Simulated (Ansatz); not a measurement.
A run of Ansatz 0.2.0 is set up as follows.

File input.yaml:

```yaml
crystal:
  lattice:
    - [0.0, 2.701992, 2.701992]
    - [2.701992, 0.0, 2.701992]
    - [2.701992, 2.701992, 0.0]
  atoms:
    - { symbol: Pb, position: [0.0, 0.0, 0.0] }
    - { symbol: O, position: [0.75, 0.75, 0.75] }
    - { symbol: O, position: [0.25, 0.25, 0.25] }
hamiltonian:
  xc: pbesol
  pseudopotentials: { kind: paw }
kpoints:
  mp_grid: { grid: [8, 8, 8] }
scf:
  occupations: { method: fermi_dirac, width: 0.05 }
phonons:
  method: dfpt
```

Potentials or basis: Ansatz PAW.

Command:

```bash
$ ansatz run input.yaml --threads 2 --pin off --max-ram 5632MiB --backend cpu --events-out ev --progress --plain --runs-dir out
```

(1) Predict the highest phonon frequency at Γ.

(2) What does it give for the band gap on the k mesh?

Answers

(1) 403 cm⁻¹.

(2) none (metal or under the smearing width).
